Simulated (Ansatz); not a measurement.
# Polar NaCl (111) films against thickness

What happens to a polar NaCl (111) film as it grows?

Program: Ansatz 0.2.0. Level of theory: plane-wave DFT, PBE, Ansatz PAW. Results are calculated unless marked as measured.

### Step 1. The structure

The cell holds 2 atoms: 1 Na and 1 Cl. Cell: a = 3.988 Å, b = 3.988 Å, c = 19.628 Å, α = 90.0°, β = 90.0°, γ = 120.0°. It derives from NaCl (rocksalt NaCl). Vacuum lies along c.

### Step 2. Relaxing the film, 2 atoms, units 1

The structure is relaxed first, because levels and dipoles at a surface follow the positions of the outer atoms.

The input, input.yaml:

```yaml
crystal:
  lattice:
    - [3.98808225, 0.0, 0.0]
    - [-1.99404112, 3.45378054, 0.0]
    - [0.0, 0.0, 19.6281277591]
  atoms:
    - { symbol: Na, position: [0.66666667, 0.33333333, 0.458525648] }
    - { symbol: Cl, position: [0.0, 0.0, 0.541474352] }
kpoints:
  mp_grid: { grid: [12, 12, 1] }
hamiltonian:
  xc: pbe
scf:
  occupations: { method: fermi_dirac, width: 0.03 }
  convergence: { dr2_threshold: 1.0e-09 }
efield:
  axis: 3
  dipole_correction: true
  ramp_position: 0.97
  ramp_width: 0.06
relax:
  f_tol: 0.01
  max_steps: 100
output:
  write_potential: true
  write_density: true
  volumetric_format: npy
```

On the command line:

```console
$ ansatz run input.yaml --threads 4 --pin off --max-ram 6144MiB --backend cpu --events-out ev --progress --plain --runs-dir out
```

Numbers of over 12 decimals in the logs are rounded to 6 here.

Log:

```text
Engine: ansatz 0.2.0, aarch64-unknown-linux-gnu
Pseudopotentials: kind: paw
Pseudopotential: Na, paw, valence charge 9, recommended cutoff 420 eV (normal), Na.paw.azcp
Pseudopotential: Cl, paw, valence charge 7, recommended cutoff 420 eV (normal), Cl.paw.azcp
Functional definition: PBE
  parameter kappa = 0.804
  parameter beta = 0.066725
  exchange = pbe_x(kappa = kappa, mu = beta*pi^2/3)
  correlation = pbe_c(beta = beta)
Crystal: 2 atoms, lattice volume = 270.357 Å³
Basis set: ecut = 420 eV, 5345 PW (Γ), exchange–correlation on 54×54×270 points (8 copies of the dense FFT grid, shifted against one another)
Bands: 12, of which v1, the nominal top of the filled ones, is band 8 counted from 1 (7 counted from 0)
Symmetry: 6 space group operations
Space group: P3m1 (ITA 156), of the structure as read, at distance tolerance 6.5e-5 Å
k-points: 19 of 144 (time reversal used)
Non-local potential: Na, projectors of the file, l = 0: 3, l = 1: 2, l = 2: 1
Non-local potential: Cl, projectors of the file, l = 0: 2, l = 1: 2, l = 2: 2
PAW form: soft (Blöchl's): semilocal exchange-correlation on the pseudo side does not see the compensation charge
PAW one-centre angular grid: Na, 110 points (default); XC on 64 Gauss nodes
PAW one-centre angular grid: Cl, 110 points (default); XC on 64 Gauss nodes
Initial density: superposition of atomic densities (neutral atoms: chi_scale 0, normalization atom), corrected by the library's trained network
Initial wavefunctions: pseudopotential atomic-orbital guess
Functional: x = pbe(κ = 0.804, μ = 0.219515), c = pbe(β = 0.066725)
SCF iter   1: F=—  HF=-2567.861414 eV  |F-HF|=—  |Δ(HF+E_count)|=         —  Δρ=6.35e-4  dr2=5.66e-3  ethr=1.77e-3  p=-0.509 e·Å  D=-3.41e-1 V/Å  ΔV_dip=6.69 eV  dr2_dipole=3.10e-6  V_vac-E_F(+/−)=8.39/1.70 eV  ⟨swp⟩=7.6  Hψ=1572  notcnv=0
efield: sawtooth ramp at fractional position 0.9700 (set: `efield.ramp_position`, or a place that a band, a saddle search or an elastic batch's reference lends), width 0.0600; the density the first Hamiltonian is built on has a dipole p = -0.509 e·Å; the dipole correction subtracts the counter field D = -3.41e-1 V/Å, which shifts the + side's vacuum level by +6.69 eV against the − side's; the planar-averaged density in the ramp window peaks in size at 5.5e-6 e/Å³
preconditioner: auto → none  [insulator: Δε(μ)=0.288 eV  Ē_g=4.618 eV  σ=0.030 eV  W_gap=0.98  n_scr=10 (ndim 8)  ℏωp=5.5 eV  f_vac=0.735  D(μ)=0.02/eV (n_scr^D=0)  ε∞_Penn≈2.4]
SCF iter   2: F=—  HF=-2567.862531 eV  |F-HF|=—  |Δ(HF+E_count)|=   1.12e-3  Δρ=3.51e-4  dr2=1.06e-3  ethr=3.54e-5  p=-0.511 e·Å  D=-3.42e-1 V/Å  ΔV_dip=6.71 eV  dr2_dipole=1.18e-6  V_vac-E_F(+/−)=8.21/1.50 eV  ⟨swp⟩=2.2  Hψ=528  notcnv=0
SCF iter   3: F=—  HF=-2567.863694 eV  |F-HF|=—  |Δ(HF+E_count)|=   1.16e-3  Δρ=1.91e-4  dr2=2.63e-4  ethr=6.65e-6  p=-0.508 e·Å  D=-3.40e-1 V/Å  ΔV_dip=6.68 eV  dr2_dipole=3.59e-5  V_vac-E_F(+/−)=8.08/1.40 eV  ⟨swp⟩=2.0  Hψ=380  notcnv=0
SCF iter   4: F=—  HF=-2567.863773 eV  |F-HF|=—  |Δ(HF+E_count)|=   7.86e-5  Δρ=1.68e-4  dr2=4.08e-4  ethr=1.65e-6  p=-0.513 e·Å  D=-3.43e-1 V/Å  ΔV_dip=6.74 eV  dr2_dipole=8.07e-5  V_vac-E_F(+/−)=8.08/1.34 eV  ⟨swp⟩=2.0  Hψ=285  notcnv=0
SCF iter   5: F=—  HF=-2567.863724 eV  |F-HF|=—  |Δ(HF+E_count)|=   4.88e-5  Δρ=6.70e-5  dr2=5.39e-5  ethr=1.65e-6  p=-0.511 e·Å  D=-3.42e-1 V/Å  ΔV_dip=6.71 eV  dr2_dipole=8.45e-6  V_vac-E_F(+/−)=8.07/1.35 eV  ⟨swp⟩=1.4  Hψ=249  notcnv=0
SCF iter   6: F=—  HF=-2567.863734 eV  |F-HF|=—  |Δ(HF+E_count)|=   1.01e-5  Δρ=1.63e-5  dr2=3.98e-6  ethr=3.37e-7  p=-0.511 e·Å  D=-3.42e-1 V/Å  ΔV_dip=6.71 eV  dr2_dipole=6.96e-7  V_vac-E_F(+/−)=8.06/1.35 eV  ⟨swp⟩=1.6  Hψ=246  notcnv=0
SCF iter   7: F=—  HF=-2567.863734 eV  |F-HF|=—  |Δ(HF+E_count)|=   1.85e-7  Δρ=3.01e-6  dr2=1.09e-7  ethr=2.49e-8  p=-0.511 e·Å  D=-3.42e-1 V/Å  ΔV_dip=6.71 eV  dr2_dipole=1.46e-8  V_vac-E_F(+/−)=8.06/1.35 eV  ⟨swp⟩=1.9  Hψ=265  notcnv=0
SCF iter   8: F=—  HF=-2567.863758 eV  |F-HF|=—  |Δ(HF+E_count)|=   2.39e-5  Δρ=4.26e-7  dr2=1.34e-9  ethr=6.80e-10  p=-0.511 e·Å  D=-3.42e-1 V/Å  ΔV_dip=6.71 eV  dr2_dipole=1.03e-10  V_vac-E_F(+/−)=8.06/1.35 eV  ⟨swp⟩=2.0  Hψ=273  notcnv=0
SCF iter   9: F=-2567.863758 eV  HF=-2567.863758 eV  |F-HF|=1.33e-10  |Δ(HF+E_count)|=  7.28e-10  Δρ=1.02e-7  dr2=4.29e-11  ethr=6.25e-12  p=-0.511 e·Å  D=-3.42e-1 V/Å  ΔV_dip=6.71 eV  dr2_dipole=6.47e-14  V_vac-E_F(+/−)=8.06/1.35 eV  ⟨swp⟩=7.2  Hψ=1151  notcnv=0
SCF 1 converged in 9 iterations: F = -2567.863758 eV  dr2 = 4.29e-11
  greatest PAW one-centre occupation: 0.999 electrons in one spin orbital (limit 2), on the Na atom at site 0 (counted from 0), in its partial waves of l = 0
relax step   1: F+E_penalty+E_count = -2567.86375785 eV  Δ(F+E_penalty+E_count) = +0.000e0 eV  max|allowed force component| = 1.770e0 eV/Å  Δτ_max = 0.0000 Å  (9 SCF iters, accepted)
Initial density: handed on by an earlier stage of this run
Initial wavefunctions: those handed on with the density
iter 1 solved again at ethr=5.61e-4 eV; its pass at ethr=3.10e-3 eV (dr2=8.97e-2 eV) is discarded
SCF iter   1: F=—  HF=-2568.458898 eV  |F-HF|=—  |Δ(HF+E_count)|=         —  Δρ=3.66e-3  dr2=1.09e-1  ethr=5.61e-4  p=-0.511 e·Å  D=-3.42e-1 V/Å  ΔV_dip=6.71 eV  dr2_dipole=1.66e-2  V_vac-E_F(+/−)=8.01/1.30 eV  ⟨swp⟩=1.0  Hψ=1374  notcnv=0
efield: sawtooth ramp at fractional position 0.9700 (set: `efield.ramp_position`, or a place that a band, a saddle search or an elastic batch's reference lends), width 0.0600; the density the first Hamiltonian is built on has a dipole p = -0.511 e·Å; the dipole correction subtracts the counter field D = -3.42e-1 V/Å, which shifts the + side's vacuum level by +6.71 eV against the − side's; the planar-averaged density in the ramp window peaks in size at 3.9e-6 e/Å³
eigensolver tolerance schedule calibrated: the retry pair's looser diagonalisation under-reported the residual by θ = 0.18 (0.24/decade); ethr = c·dr2/N_el runs at the constant in force after the calibration composes with the one it found (an armed cap, an earlier calibration), c = 1.7e-2
preconditioner: auto → none  [insulator: Δε(μ)=1.390 eV  Ē_g=8.298 eV  σ=0.030 eV  W_gap=1.00  n_scr=10 (ndim 8)  ℏωp=6.4 eV  f_vac=0.765  D(μ)=0.00/eV (n_scr^D=0)  ε∞_Penn≈1.6]
SCF iter   2: F=—  HF=-2568.448720 eV  |F-HF|=—  |Δ(HF+E_count)|=   1.02e-2  Δρ=2.75e-3  dr2=7.05e-2  ethr=1.17e-4  p=-0.399 e·Å  D=-2.67e-1 V/Å  ΔV_dip=5.24 eV  dr2_dipole=9.80e-3  V_vac-E_F(+/−)=7.16/1.91 eV  ⟨swp⟩=4.9  Hψ=589  notcnv=0
[...]
eigensolver tolerance schedule calibrated: the retry pair's looser diagonalisation under-reported the residual by θ = 0.13 (0.19/decade); ethr = c·dr2/N_el runs at the constant in force after the calibration composes with the one it found (an armed cap, an earlier calibration), c = 2.7e-2
preconditioner: auto → none  [insulator: Δε(μ)=2.960 eV  Ē_g=9.505 eV  σ=0.030 eV  W_gap=1.00  n_scr=10 (ndim 8)  ℏωp=6.4 eV  f_vac=0.785  D(μ)=0.00/eV (n_scr^D=0)  ε∞_Penn≈1.5]
SCF iter   2: F=—  HF=-2568.682497 eV  |F-HF|=—  |Δ(HF+E_count)|=   2.50e-2  Δρ=2.38e-3  dr2=4.02e-2  ethr=2.01e-4  p=-0.308 e·Å  D=-2.06e-1 V/Å  ΔV_dip=4.04 eV  dr2_dipole=2.83e-3  V_vac-E_F(+/−)=6.31/2.26 eV  ⟨swp⟩=4.4  Hψ=728  notcnv=0
SCF iter   3: F=—  HF=-2568.671415 eV  |F-HF|=—  |Δ(HF+E_count)|=   1.11e-2  Δρ=6.84e-4  dr2=1.31e-3  ethr=6.77e-5  p=-0.341 e·Å  D=-2.28e-1 V/Å  ΔV_dip=4.48 eV  dr2_dipole=1.60e-4  V_vac-E_F(+/−)=6.59/2.12 eV  ⟨swp⟩=3.2  Hψ=437  notcnv=0
SCF iter   4: F=—  HF=-2568.672730 eV  |F-HF|=—  |Δ(HF+E_count)|=   1.31e-3  Δρ=1.72e-4  dr2=7.67e-5  ethr=2.20e-6  p=-0.327 e·Å  D=-2.19e-1 V/Å  ΔV_dip=4.30 eV  dr2_dipole=1.00e-5  V_vac-E_F(+/−)=6.61/2.32 eV  ⟨swp⟩=3.1  Hψ=513  notcnv=0
SCF iter   5: F=—  HF=-2568.672807 eV  |F-HF|=—  |Δ(HF+E_count)|=   7.74e-5  Δρ=3.19e-5  dr2=2.96e-6  ethr=1.29e-7  p=-0.323 e·Å  D=-2.16e-1 V/Å  ΔV_dip=4.24 eV  dr2_dipole=1.42e-8  V_vac-E_F(+/−)=6.63/2.38 eV  ⟨swp⟩=2.5  Hψ=442  notcnv=0
SCF iter   6: F=—  HF=-2568.672834 eV  |F-HF|=—  |Δ(HF+E_count)|=   2.67e-5  Δρ=5.30e-6  dr2=7.02e-8  ethr=4.97e-9  p=-0.323 e·Å  D=-2.16e-1 V/Å  ΔV_dip=4.24 eV  dr2_dipole=1.47e-9  V_vac-E_F(+/−)=6.63/2.39 eV  ⟨swp⟩=2.0  Hψ=392  notcnv=0
SCF iter   7: F=—  HF=-2568.672834 eV  |F-HF|=—  |Δ(HF+E_count)|=   1.80e-8  Δρ=1.39e-6  dr2=3.29e-9  ethr=1.18e-10  p=-0.323 e·Å  D=-2.16e-1 V/Å  ΔV_dip=4.24 eV  dr2_dipole=1.70e-10  V_vac-E_F(+/−)=6.63/2.39 eV  ⟨swp⟩=2.0  Hψ=388  notcnv=0
SCF iter   8: F=-2568.672834 eV  HF=-2568.672834 eV  |F-HF|=1.20e-10  |Δ(HF+E_count)|=   4.16e-9  Δρ=1.34e-7  dr2=5.96e-11  ethr=1.68e-12  p=-0.323 e·Å  D=-2.16e-1 V/Å  ΔV_dip=4.24 eV  dr2_dipole=5.71e-12  V_vac-E_F(+/−)=6.63/2.39 eV  ⟨swp⟩=7.6  Hψ=1113  notcnv=0
SCF 3 converged in 8 iterations: F = -2568.672834 eV  dr2 = 5.96e-11
relax step   3: F+E_penalty+E_count = -2568.67283372 eV  Δ(F+E_penalty+E_count) = -2.422e-1 eV  max|allowed force component| = 1.996e-1 eV/Å  Δτ_max = 0.1950 Å  (8 SCF iters, accepted)
[...]
relax step   4: F+E_penalty+E_count = -2568.68264761 eV  Δ(F+E_penalty+E_count) = -9.814e-3 eV  max|allowed force component| = 6.543e-2 eV/Å  Δτ_max = 0.0375 Å  (7 SCF iters, accepted)
SCF iter   1: F=—  HF=-2568.684307 eV  |F-HF|=—  |Δ(HF+E_count)|=         —  Δρ=2.35e-4  dr2=1.08e-3  ethr=6.66e-5  p=-0.296 e·Å  D=-1.98e-1 V/Å  ΔV_dip=3.89 eV  dr2_dipole=2.53e-4  V_vac-E_F(+/−)=6.41/2.51 eV  ⟨swp⟩=3.4  Hψ=755  notcnv=0
efield: sawtooth ramp at fractional position 0.9700 (set: `efield.ramp_position`, or a place that a band, a saddle search or an elastic batch's reference lends), width 0.0600; the density the first Hamiltonian is built on has a dipole p = -0.296 e·Å; the dipole correction subtracts the counter field D = -1.98e-1 V/Å, which shifts the + side's vacuum level by +3.89 eV against the − side's; the planar-averaged density in the ramp window peaks in size at 3.6e-6 e/Å³
preconditioner: auto → none  [insulator: Δε(μ)=3.669 eV  Ē_g=10.299 eV  σ=0.030 eV  W_gap=1.00  n_scr=10 (ndim 8)  ℏωp=6.4 eV  f_vac=0.786  D(μ)=0.00/eV (n_scr^D=0)  ε∞_Penn≈1.4]
SCF iter   2: F=—  HF=-2568.684033 eV  |F-HF|=—  |Δ(HF+E_count)|=   2.74e-4  Δρ=2.25e-4  dr2=3.29e-4  ethr=6.77e-6  p=-0.283 e·Å  D=-1.89e-1 V/Å  ΔV_dip=3.71 eV  dr2_dipole=1.76e-5  V_vac-E_F(+/−)=6.31/2.60 eV  ⟨swp⟩=2.0  Hψ=513  notcnv=0
SCF iter   3: F=—  HF=-2568.683945 eV  |F-HF|=—  |Δ(HF+E_count)|=   8.79e-5  Δρ=5.72e-5  dr2=1.23e-5  ethr=2.06e-6  p=-0.285 e·Å  D=-1.91e-1 V/Å  ΔV_dip=3.75 eV  dr2_dipole=2.50e-6  V_vac-E_F(+/−)=6.34/2.59 eV  ⟨swp⟩=2.0  Hψ=285  notcnv=0
SCF iter   4: F=—  HF=-2568.683932 eV  |F-HF|=—  |Δ(HF+E_count)|=   1.31e-5  Δρ=1.55e-5  dr2=6.06e-7  ethr=7.70e-8  p=-0.284 e·Å  D=-1.90e-1 V/Å  ΔV_dip=3.73 eV  dr2_dipole=1.93e-8  V_vac-E_F(+/−)=6.34/2.61 eV  ⟨swp⟩=2.6  Hψ=325  notcnv=0
SCF iter   5: F=—  HF=-2568.683955 eV  |F-HF|=—  |Δ(HF+E_count)|=   2.27e-5  Δρ=3.23e-6  dr2=2.20e-8  ethr=3.79e-9  p=-0.283 e·Å  D=-1.90e-1 V/Å  ΔV_dip=3.72 eV  dr2_dipole=2.84e-10  V_vac-E_F(+/−)=6.34/2.61 eV  ⟨swp⟩=2.0  Hψ=291  notcnv=0
SCF iter   6: F=-2568.683955 eV  HF=-2568.683955 eV  |F-HF|=1.97e-10  |Δ(HF+E_count)|=   1.18e-8  Δρ=6.50e-7  dr2=8.00e-10  ethr=6.25e-12  p=-0.283 e·Å  D=-1.90e-1 V/Å  ΔV_dip=3.72 eV  dr2_dipole=1.03e-11  V_vac-E_F(+/−)=6.34/2.61 eV  ⟨swp⟩=6.0  Hψ=1330  notcnv=0
SCF 5 converged in 6 iterations: F = -2568.683955 eV  dr2 = 8.00e-10
relax step   5: F+E_penalty+E_count = -2568.68395507 eV  Δ(F+E_penalty+E_count) = -1.307e-3 eV  max|allowed force component| = 7.695e-3 eV/Å  Δτ_max = 0.0181 Å  (6 SCF iters, accepted)
NSCF: frozen V_eff on 19 k-points
the band table was solved once a step of the walk had ended and its energy, with any forces and stress, was formed, with the checks that follow a solve (2025 applications of the Hamiltonian). They found nothing against the state; the energy, forces and stress were not computed again (output.eigenvalues in the input reference)
SCF converged after 6 iterations
Free energy (F): -2568.683955 eV
Harris-Foulkes:  -2568.683955 eV  (|F-HF|=1.97e-10)
Internal energy: -2568.683955 eV  (E = F + TS)
E sigma→0 (E₀):  -2568.683955 eV
Fermi energy:    -3.248761 eV
Dipole field:    D = -0.189724 V/Å  (p = -0.283464 e·Å, saw-weighted, corrected)
Work function:   Φ+ = 6.3390 eV   Φ− = 2.6150 eV
Levels:          The Fermi level and band energies are counted from a zero that moves with the ramp; work functions are not
--- Per-component energies (eV) ---
  E_band       = -332.311960
  E_kinetic    = 284.601137
  E_local      = -5978.221860  (includes V_loc(G=0)·N_el)
  E_nonlocal   = 144.257190
  E_hartree    = 2713.716355
  E_xc         = -147.448436
  E_vxc        = -173.846215  (∫ρ·V_xc dr)
  E_paw        = -922.490642  (= ΣΔE_a)
  E_vpaw       = -36.448605  (= ΣTr[D̂ρ^β])
  E_aug_tail   = 0.000059  (compensation charges beyond the density's cutoff)
  E_efield     = 0.026890  (sawtooth field / dipole correction)
  E_vefield    = -0.086057  (∫n·V_field dr)
  E_ewald      = 1336.875352
  E_smearing   = -0.000000  (= −TS)
  E_closure    = 0.000000  (closes the sum)
  Σ components = -2568.683955   (vs F -2568.683955, Δ=0.00e0)
--- Forces (eV/Å), atoms counted from 1 ---
  atom   1  Na    -0.00000000     0.00000000     0.00768532
  atom   2  Cl    -0.00000000     0.00000000    -0.00770382
  max |Σ_I F_I| component: 1.85e-5 eV/Å
--- Band table (eV; the first three rows and the last of 19) ---
  k-point 0: bands = [... 4 lower, -17.3734, -5.8134, -5.1185, -5.1185, -1.4374, -0.0811, 1.1855, 2.3377]
  k-point 1: bands = [... 4 lower, -17.3582, -5.7899, -5.2196, -5.1324, -1.3476, 0.0105, 1.2928, 2.4396]
  k-point 2: bands = [... 4 lower, -17.3163, -5.7311, -5.4690, -5.1698, -1.0895, 0.2788, 1.5943, 2.7203]
  k-point 18: bands = [... 4 lower, -17.1118, -5.9660, -5.9560, -5.3551, 2.1113, 2.1497, 2.7153, 3.8926]
--- Relaxed structure (5 steps of the walk, 5 accepted, 0 SCFs on fresh bases) ---
  F+E_penalty+E_count = -2568.68395507 eV   max|allowed force component| = 7.695e-3 eV/Å
  atoms:
    - { symbol: Na, position: [0.666667, 0.333333, 0.481225] }
    - { symbol: Cl, position: [3.090682475003729e-17, -1.850371699778741e-17, 0.518775] }
```

The job ended after 5.8 s (4 threads of Arm Neoverse V1, shared host; peak memory 0.46 GiB).

Step by step:

| step | energy less that of the first step (eV) | largest force component (eV/Å) |
| --- | --- | --- |
| 1 | 0.0000 | 1.7705 |
| 2 | -0.5668 | 1.0652 |
| 3 | -0.8091 | 0.1996 |
| 4 | -0.8189 | 0.0654 |
| 5 | -0.8202 | 0.0077 |

The run keeps the 6 symmetry operations that it works with, so distortions that break them were not tested.

The atoms that moved most (Å):

| atom | dx | dy | dz | length |
| --- | --- | --- | --- | --- |
| Na1 | 0.000 | 0.000 | 0.446 | 0.446 |
| Cl2 | 0.000 | 0.000 | -0.446 | 0.446 |

Final coordinates:

```cif
data_structure
_symmetry_space_group_name_H-M 'P 1'
_symmetry_Int_Tables_number 1
_cell_length_a 3.9881
_cell_length_b 3.9881
_cell_length_c 19.6281
_cell_angle_alpha 90.000
_cell_angle_beta 90.000
_cell_angle_gamma 120.000
_cell_volume 270.36
loop_
_atom_site_label
_atom_site_type_symbol
_atom_site_fract_x
_atom_site_fract_y
_atom_site_fract_z
_atom_site_occupancy
Na1 Na 0.66667 0.33333 0.48122 1
Cl2 Cl 0.00000 0.00000 0.51878 1
```

This step gave:

```
gap on the k-mesh              : 3.681 eV
dipole along the normal        : -0.2835 e·Å
step between the vacuum levels : 3.724 eV
ionisation energy, upper face  : 8.209 eV
electron affinity, upper face  : 4.528 eV
ionisation energy, lower face  : 4.485 eV
```

Running mean over 3.256 Å of the planar mean; the ramp of the sawtooth is left out. Electron's electrostatic potential energy less the Fermi level against z:

| z (Å) | electron's electrostatic potential energy less the Fermi level (eV) |
| --- | --- |
| 3.0 | 2.61 |
| 3.5 | 2.61 |
| 4.0 | 2.61 |
| 4.5 | 2.61 |
| 5.0 | 2.61 |
| 5.5 | 2.61 |
| 6.0 | 2.61 |
| 6.5 | 2.59 |
| 7.0 | 2.52 |
| 7.5 | 2.18 |
| 8.0 | 1.13 |
| 8.5 | -0.154 |
| 9.0 | -1.03 |
| 9.5 | -1.04 |
| 10.0 | -0.548 |
| 10.5 | 0.143 |
| 11.0 | 1.38 |
| 11.5 | 3.23 |
| 12.0 | 4.94 |
| 12.5 | 6.00 |
| 13.0 | 6.27 |
| 13.5 | 6.33 |
| 14.0 | 6.34 |
| 14.5 | 6.34 |
| 15.0 | 6.34 |
| 15.5 | 6.34 |
| 16.0 | 6.34 |
| 16.5 | 6.34 |

The relaxation took 5 steps and lowered the energy by 0.82 eV; the largest force on the free atoms ends at 0.0077 eV/Å.

The gap is 3.68 eV, with the valence edge 8.21 eV and the conduction edge 4.53 eV under the upper vacuum level.

(Part 1 of 4 ends here.)

[Logs are printed without paths, hosts, clocks, repeated set-up lines and the standing remarks that a program may print on its own settings, such as how far it seeks lower states.]

[Hosts, paths, dates, database ids (printed as entryN), source tags and the programs' standing remarks are cut or masked in the printed files.]

[Maps of the electrostatic potential energy from Ansatz leave out the sawtooth potential of an applied field or a dipole correction, so their vacuum need not be flat; planar profiles and work functions include it.]
